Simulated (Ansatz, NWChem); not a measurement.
**CH4N2O (urea): from total energies to a heat of formation**

CH4N2O has 8 atoms, charge 0, and is taken as a singlet. As SMILES, `NC(N)=O`. Geometry: relaxed at PBE0-D4/def2-TZVP. This is one conformer, not always the lowest.

```xyz
8

N    -0.0912    1.1532   -0.2361
C    -0.2424   -0.2061   -0.3910
N     0.3264   -0.9533    0.6153
O    -0.8251   -0.7014   -1.3304
H    -0.6705    1.6930   -0.8566
H    -0.0039    1.5211    0.6961
H     0.3871   -1.9340    0.3995
H     1.1196   -0.5725    1.1032
```

Total energies at CCSD(T)/def2-SVPD, 4 core orbitals frozen (NWChem 7.3.0); the atoms run unrestricted:

```tsv
species	state	energy (Eh)
CH4N2O	singlet	-224.565431
N	quartet	-54.429587
C	triplet	-37.721976
O	triplet	-74.849652
H	doublet	-0.499278
```

Harmonic wavenumbers at PBE0-D4/def2-TZVP, in cm⁻¹: 374, 439, 475, 539, 544, 582, 792, 973, 1049, 1180, 1434, 1629, 1633, 1825, 3604, 3609, 3723, 3723.

Measured heats of formation of the gaseous atoms at 298.15 K, in kJ/mol: N 472.4, C 716.9, O 249.2, H 218.0. Spin-orbit lowering of the atoms at 298 K (mean of the ground term's levels less their thermal mean, from spectra), in kJ/mol: C 0.02, O 0.40. Take 1 Eh = 2625.50 kJ/mol, 1 cm⁻¹ = 0.0119627 kJ/mol, RT = 2.479 kJ/mol.

Question: What heat of formation follows?

Answer: 
1. Electronic atomisation energy: 2 × (-54.429587) + (-37.721976) + (-74.849652) + 4 × (-0.499278) − (-224.565431) = 1.137517 Eh = 2986.6 kJ/mol.
2. Zero-point energy: half the sum of the wavenumbers, 14063.5 cm⁻¹ = 168.2 kJ/mol.
3. Thermal vibrational enthalpy, Σ hcν̃/(exp(hcν̃/kT) − 1): 4.2 kJ/mol. Translation, rotation and pV of a non-linear molecule: 4 RT = 9.9 kJ/mol.
4. The 8 free atoms carry 5/2 RT each: 49.6 kJ/mol.
5. Spin-orbit coupling lowers the free atoms by 0.02 + 0.40 = 0.4 kJ/mol.
6. Atomisation enthalpy at 298 K: 2986.6 − 0.4 − 168.2 − 4.2 − 9.9 + 49.6 = 2853.5 kJ/mol.
7. Sum of the atoms' heats of formation: 2782.9 kJ/mol. Heat of formation: 2782.9 − 2853.5 = -70.6 kJ/mol.

The tabulated value is -245.8 kJ/mol (CRC Handbook of Chemistry and Physics; in doubt, as an older value, an estimate or one at odds with other calculations), so this level is off by +175.2 kJ/mol, or 5.8 % of the atomisation enthalpy that the table implies (3028.8 kJ/mol). Coupled cluster needs large bases for atomisation: in a finite one the molecule is underbound. A double-zeta basis underbinds. Anharmonicity and any spin-orbit splitting of the molecule are left out, and cores are frozen in the wave-function part.
